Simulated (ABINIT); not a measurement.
# Rh (Fm-3m) in ABINIT: equation of state

How stiff is Rh in PBEsol, and what volume does it want? The cell is scaled to several volumes.

Program: ABINIT 10.8.3 (patched build). These are calculated values, not measurements. Logs are shortened: lines on timing, memory, paths and dates and some standing lists are left out, and cuts for length are marked. The log counts tension as positive stress, the text compression.

**What was measured.**

“Thermal equation of state of rhodium characterized by XRD in a resistively heated diamond anvil cell”, 2024, pmc:11535440 quotes, for a bulk crystal of Rh: bulk modulus 264 ± 1 GPa.

The runs below are set against these values where they give the same quantity.

### 1 The crystal as given

Symmetry: Fm-3m, No. 225, cubic system. Conventional cell: a = 3.796 Å, b = 3.796 Å, c = 3.796 Å, α = 90.00°, β = 90.00°, γ = 90.00°. Around Rh (site symmetry m-3m) lie 12 Rh at 2.68 Å.

### 2 Equation of state, PBEsol

run.abi reads:

```
# Datasets: one volume each
ndtset 7
getwfk -1
scalecart1 3*0.9795861087
scalecart2 3*0.9864848297
scalecart3 3*0.9932883884
scalecart4 3*1.0000000000
scalecart5 3*1.0066227096
scalecart6 3*1.0131594038
scalecart7 3*1.0196128224

# Pseudopotentials
pp_dirpath "./"
pseudos "Rh.upf"

# Structure
acell 3*1.0
rprim
     0.0000000000     3.5864167256     3.5864167256
     3.5864167256     0.0000000000     3.5864167256
     3.5864167256     3.5864167256     0.0000000000
ntypat 1
znucl 45
natom 1
typat 1
xred
     0.0000000000     0.0000000000     0.0000000000

# Plane-wave basis
ecut 44.0

# k points
kptopt 1
ngkpt 12 12 12
nshiftk 1
shiftk 0.0 0.0 0.0

# Exchange and correlation
ixc -116133

# Bands and occupations
nband 13
occopt 3
tsmear 0.00183747

# SCF cycle
nstep 100
tolvrs 1.0e-10

# Output
iomode 3
prtwf 1
prtden 0
prteig 0
prtebands 0
enunit 2
```

Potentials or basis: PseudoDojo NC SR PBEsol v0.4.1 standard.

Command:

```bash
abinit run.abi > log 2>&1
```

run.abo:

```text
.Version 10.8.3 of ABINIT
 DATASET    1 : space group Fm -3 m (#225); Bravais cF (face-center cubic)
================================================================================
 Values of the parameters that define the memory need for DATASET  1.
     intxc =       0    ionmov =       0      iscf =       7    lmnmax =       6
     lnmax =       6     mgfft =      30  mpssoang =       3    mqgrid =    3001
     natom =       1  nloc_mem =       1    nspden =       1   nspinor =       1
    nsppol =       1      nsym =      48    n1xccc =    2501    ntypat =       1
    occopt =       3   xclevel =       2
       mpw =        1239          nfft =       27000          nkpt =          72
================================================================================
================================================================================
[... 61 lines left out ...]
 DATASET    7 : space group Fm -3 m (#225); Bravais cF (face-center cubic)
================================================================================
 Values of the parameters that define the memory need for DATASET  7.
     intxc =       0    ionmov =       0      iscf =       7    lmnmax =       6
     lnmax =       6     mgfft =      32  mpssoang =       3    mqgrid =    3001
     natom =       1  nloc_mem =       1    nspden =       1   nspinor =       1
    nsppol =       1      nsym =      48    n1xccc =    2501    ntypat =       1
    occopt =       3   xclevel =       2
       mpw =        1381          nfft =       32768          nkpt =          72
================================================================================
================================================================================

--------------------------------------------------------------------------------
------------- Echo of variables that govern the present computation ------------
--------------------------------------------------------------------------------
 -outvars: echo values of preprocessed input variables --------
            acell      1.0000000000E+00  1.0000000000E+00  1.0000000000E+00 Bohr
              amu      1.02905500E+02
             ecut      4.40000000E+01 Hartree
           enunit           2
           getwfk          -1
                       outvar_i_n : Printing only first  50 k-points.
              ixc     -116133
           jdtset        1    2    3    4    5    6    7
                       outvar_i_n : Printing only first  50 k-points.
         kptrlatt       12    0    0      0   12    0      0    0   12
          kptrlen1     5.96210490E+01
          kptrlen2     6.00409294E+01
          kptrlen3     6.04550178E+01
          kptrlen4     6.08635101E+01
          kptrlen5     6.12665914E+01
          kptrlen6     6.16644376E+01
          kptrlen7     6.20572153E+01
            natom           1
            nband          13
           ndtset           7
            ngfft1         30      30      30
            ngfft2         30      30      30
            ngfft3         32      32      32
            ngfft4         32      32      32
            ngfft5         32      32      32
            ngfft6         32      32      32
            ngfft7         32      32      32
             nkpt          72
            nstep         100
             nsym          48
           ntypat           1
                       prtocc : prtvol=0, do not print more k-points.
           occopt           3
           prtden           0
        prtebands           0
           prteig           0
            rprim1     0.0000000000E+00  3.5132040044E+00  3.5132040044E+00
                       3.5132040044E+00  0.0000000000E+00  3.5132040044E+00
                       3.5132040044E+00  3.5132040044E+00  0.0000000000E+00
            rprim2     0.0000000000E+00  3.5379456928E+00  3.5379456928E+00
                       3.5379456928E+00  0.0000000000E+00  3.5379456928E+00
                       3.5379456928E+00  3.5379456928E+00  0.0000000000E+00
            rprim3     0.0000000000E+00  3.5623460895E+00  3.5623460895E+00
                       3.5623460895E+00  0.0000000000E+00  3.5623460895E+00
                       3.5623460895E+00  3.5623460895E+00  0.0000000000E+00
            rprim4     0.0000000000E+00  3.5864167256E+00  3.5864167256E+00
                       3.5864167256E+00  0.0000000000E+00  3.5864167256E+00
                       3.5864167256E+00  3.5864167256E+00  0.0000000000E+00
            rprim5     0.0000000000E+00  3.6101685221E+00  3.6101685221E+00
                       3.6101685221E+00  0.0000000000E+00  3.6101685221E+00
                       3.6101685221E+00  3.6101685221E+00  0.0000000000E+00
            rprim6     0.0000000000E+00  3.6336118315E+00  3.6336118315E+00
                       3.6336118315E+00  0.0000000000E+00  3.6336118315E+00
                       3.6336118315E+00  3.6336118315E+00  0.0000000000E+00
            rprim7     0.0000000000E+00  3.6567564799E+00  3.6567564799E+00
                       3.6567564799E+00  0.0000000000E+00  3.6567564799E+00
                       3.6567564799E+00  3.6567564799E+00  0.0000000000E+00
          spgroup         225
           tolvrs      1.00000000E-10
           tsmear      1.83747000E-03 Hartree
            typat      1
                       outvars : Printing only first  50 k-points.
            znucl       45.00000

================================================================================

 chkinp: Checking input parameters for consistency, jdtset=   1.

 chkinp: Checking input parameters for consistency, jdtset=   2.

 chkinp: Checking input parameters for consistency, jdtset=   3.

 chkinp: Checking input parameters for consistency, jdtset=   4.
[... 18 lines left out ...]
 Real(R)+Recip(G) space primitive vectors, cartesian coordinates (Bohr,Bohr^-1):
 R(1)=  0.0000000  3.5132040  3.5132040  G(1)= -0.1423202  0.1423202  0.1423202
 R(2)=  3.5132040  0.0000000  3.5132040  G(2)=  0.1423202 -0.1423202  0.1423202
 R(3)=  3.5132040  3.5132040  0.0000000  G(3)=  0.1423202  0.1423202 -0.1423202
 Unit cell volume ucvol=  8.6724160E+01 bohr^3
 Angles (23,13,12)=  6.00000000E+01  6.00000000E+01  6.00000000E+01 degrees

 getcut: wavevector=  0.0000  0.0000  0.0000  ngfft=  30  30  30
         ecut(hartree)=     44.000   => boxcut(ratio)=   2.02439

--- Pseudopotential description ------------------------------------------------
- pspini: atom type   1  psp file is ./Rh.upf
12 -116133 2 -1 1568                          pspcod,pspxc,lmax,lloc,mmax
     nproj     2     2     2

   3.65704329E+02                                ecore*ucvol(ha*bohr**3)
--------------------------------------------------------------------------------

================================================================================

--- !BeginCycle
iteration_state: {dtset: 1, }
solver: {iscf: 7, nstep: 100, nline: 4, wfoptalg: 0, }
tolerances: {tolvrs: 1.00E-10, }
...

     iter   Etot(hartree)      deltaE(h)  residm     vres2
 ETOT  1  -117.15221445410    -1.172E+02 2.615E-01 1.159E+02
 ETOT  2  -117.18867188134    -3.646E-02 4.172E-02 1.003E+02
 ETOT  3  -117.21483276462    -2.616E-02 2.413E-03 3.246E-02
 ETOT  4  -117.21484270478    -9.940E-06 2.512E-03 5.144E-04
 ETOT  5  -117.21484281881    -1.140E-07 2.073E-04 1.718E-06
 ETOT  6  -117.21484281924    -4.309E-10 4.239E-04 9.169E-09
 ETOT  7  -117.21484281924    -1.066E-12 3.096E-05 3.876E-11
[... 970 lines left out ...]
 Cartesian components of stress tensor (hartree/bohr^3)
  sigma(1 1)=  5.90941970E-04  sigma(3 2)=  0.00000000E+00
  sigma(2 2)=  5.90941970E-04  sigma(3 1)=  0.00000000E+00
  sigma(3 3)=  5.90941970E-04  sigma(2 1)=  0.00000000E+00

-Cartesian components of stress tensor (GPa)         [Pressure= -1.7386E+01 GPa]
- sigma(1 1)=  1.73861130E+01  sigma(3 2)=  0.00000000E+00
- sigma(2 2)=  1.73861130E+01  sigma(3 1)=  0.00000000E+00
- sigma(3 3)=  1.73861130E+01  sigma(2 1)=  0.00000000E+00

== END DATASET(S) ==============================================================
================================================================================

 -outvars: echo values of variables after computation  --------
            acell      1.0000000000E+00  1.0000000000E+00  1.0000000000E+00 Bohr
           etotal1    -1.1721484282E+02
           etotal2    -1.1721566916E+02
           etotal3    -1.1721604528E+02
           etotal4    -1.1721602360E+02
           etotal5    -1.1721565082E+02
           etotal6    -1.1721496767E+02
           etotal7    -1.1721401124E+02
            fcart1    -0.0000000000E+00 -0.0000000000E+00 -0.0000000000E+00
            fcart2    -0.0000000000E+00 -0.0000000000E+00 -0.0000000000E+00
            fcart3    -0.0000000000E+00 -0.0000000000E+00 -0.0000000000E+00
            fcart4    -0.0000000000E+00 -0.0000000000E+00 -0.0000000000E+00
            fcart5    -0.0000000000E+00 -0.0000000000E+00 -0.0000000000E+00
            fcart6    -0.0000000000E+00 -0.0000000000E+00 -0.0000000000E+00
            fcart7    -0.0000000000E+00 -0.0000000000E+00 -0.0000000000E+00
            rprim1     0.0000000000E+00  3.5132040044E+00  3.5132040044E+00
                       3.5132040044E+00  0.0000000000E+00  3.5132040044E+00
                       3.5132040044E+00  3.5132040044E+00  0.0000000000E+00
            rprim2     0.0000000000E+00  3.5379456928E+00  3.5379456928E+00
                       3.5379456928E+00  0.0000000000E+00  3.5379456928E+00
                       3.5379456928E+00  3.5379456928E+00  0.0000000000E+00
            rprim3     0.0000000000E+00  3.5623460895E+00  3.5623460895E+00
                       3.5623460895E+00  0.0000000000E+00  3.5623460895E+00
[... 9 lines left out ...]
                       3.6336118315E+00  3.6336118315E+00  0.0000000000E+00
            rprim7     0.0000000000E+00  3.6567564799E+00  3.6567564799E+00
                       3.6567564799E+00  0.0000000000E+00  3.6567564799E+00
                       3.6567564799E+00  3.6567564799E+00  0.0000000000E+00
           strten1    -5.7463685168E-04 -5.7463685168E-04 -5.7463685168E-04
                       0.0000000000E+00  0.0000000000E+00  0.0000000000E+00
           strten2    -3.1574353453E-04 -3.1574353453E-04 -3.1574353453E-04
                       0.0000000000E+00  0.0000000000E+00  0.0000000000E+00
           strten3    -8.6732130673E-05 -8.6732130673E-05 -8.6732130673E-05
                       0.0000000000E+00  0.0000000000E+00  0.0000000000E+00
           strten4     1.1567472954E-04  1.1567472954E-04  1.1567472954E-04
                       0.0000000000E+00  0.0000000000E+00  0.0000000000E+00
           strten5     2.9436668728E-04  2.9436668728E-04  2.9436668728E-04
                       0.0000000000E+00  0.0000000000E+00  0.0000000000E+00
           strten6     4.5203389067E-04  4.5203389067E-04  4.5203389067E-04
                       0.0000000000E+00  0.0000000000E+00  0.0000000000E+00
           strten7     5.9094196974E-04  5.9094196974E-04  5.9094196974E-04
                       0.0000000000E+00  0.0000000000E+00  0.0000000000E+00
 Calculation completed.
```

Wall time 2.4 min (1 thread of Arm Neoverse V2, shared host); peak memory 0.11 GiB.

What came out:

| Property | Result |
| --- | --- |
| Equilibrium volume | 13.52 Å³/atom |
| Bulk modulus | 297 GPa |
| Pressure derivative of the bulk modulus | 5.1 |

Energy against volume, from the lowest point:
```csv
volume (Å³/atom),energy (meV/atom)
12.851,32.72
13.125,10.23
13.398,0.00
13.671,0.59
13.945,10.73
14.218,29.32
14.492,55.35
```

Caveat: pressures at fixed basis lie under the slope of the energies.

### 3 How close it comes

Step 2. Measured bulk modulus of Rh: 264 GPa (quoted in “Thermal equation of state of rhodium characterized by XRD in a resistively heated diamond anvil cell”, 2024, pmc:11535440). This calculation gives 297 GPa (+12.3 %). The fit is for a static lattice scaled at fixed shape and fixed fractional positions.
